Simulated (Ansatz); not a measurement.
Bands of NaI

```yaml
crystal:
  lattice:
    - [0.00000, 3.58138, 3.58138]
    - [3.58138, 0.00000, 3.58138]
    - [3.58138, 3.58138, 0.00000]
  atoms:
    - { symbol: Na, position: [0.00000, 0.00000, 0.00000] }
    - { symbol: I, position: [0.25000, 0.25000, 0.25000] }
```

Atom numbers follow the list: Na1, I2.

The cell was built from the zincblende type and relaxed in the same program, and has space group F-43m; it needn't be a known or the stable phase.

No spin–orbit coupling, which matters for the heavy atoms here.

All numbers below come from DFT, PBE, all-electron LAPW, scalar-relativistic in Ansatz 0.2.0.

Settings: a Γ-centred 10×10×10 k mesh, Fermi–Dirac smearing of 0.05 eV, basis error target 1 meV/atom, no spin polarisation.

Points in fractions of the reciprocal vectors of this cell: Γ (0, 0, 0), X (-0.5, -0.5, 0), U (-0.375, -0.375, 0.25), K (-0.375, 0, 0.375), L (0, 0, 0.5), W (-0.5, -0.25, 0.25). The path joins them by straight lines in the order Γ–X–U–K–Γ–L–W–X; legs that retrace an earlier one aren't tabulated. Energies are in eV from the top of the valence band.

Metal or insulator at this level of theory?

An insulator or semiconductor: gap 3.77 eV, direct at Γ.

Tabulate bands 15 to 19, counted from the lowest band of the run, along the path.


```tsv
k (1/Å)	point	band 15	band 16	band 17	band 18	band 19
0.00	Γ	0.00	0.00	0.00	3.77	7.87
0.22		-0.23	-0.06	-0.06	4.22	7.45
0.44		-0.64	-0.20	-0.20	5.11	6.78
0.66		-0.96	-0.32	-0.32	5.34	6.32
0.88	X	-1.07	-0.38	-0.38	5.21	6.17
0.95		-1.06	-0.40	-0.37	5.25	6.21
1.03		-1.03	-0.47	-0.35	5.37	6.34
1.11		-0.98	-0.56	-0.33	5.54	6.52
1.19	U	-0.91	-0.66	-0.29	5.74	6.70
1.32		-0.88	-0.67	-0.31	5.96	6.78
1.46		-0.87	-0.65	-0.34	6.18	6.79
1.59		-0.88	-0.67	-0.31	5.96	6.78
1.72	K	-0.91	-0.66	-0.29	5.74	6.70
1.96		-0.89	-0.59	-0.17	6.26	6.60
2.19		-0.73	-0.29	-0.06	5.28	7.18
2.42		-0.29	-0.07	-0.01	4.27	7.51
2.65	Γ	0.00	0.00	0.00	3.77	7.87
2.84		-0.22	-0.02	-0.02	4.11	7.62
3.03		-0.66	-0.06	-0.06	4.80	7.33
3.22		-1.02	-0.11	-0.11	5.26	7.44
3.41	L	-1.16	-0.13	-0.13	5.36	7.60
3.57		-1.12	-0.23	-0.15	5.59	7.06
3.72		-1.01	-0.46	-0.23	6.14	6.53
3.88		-0.87	-0.65	-0.34	6.18	6.79
4.03	W	-0.82	-0.69	-0.42	6.07	7.15
4.14		-0.90	-0.60	-0.42	5.87	6.85
4.25		-0.99	-0.49	-0.40	5.54	6.49
4.36		-1.05	-0.41	-0.38	5.29	6.25
4.47	X	-1.07	-0.38	-0.38	5.21	6.17
```

Kohn–Sham gaps of semilocal functionals usually fall short of measured ones.
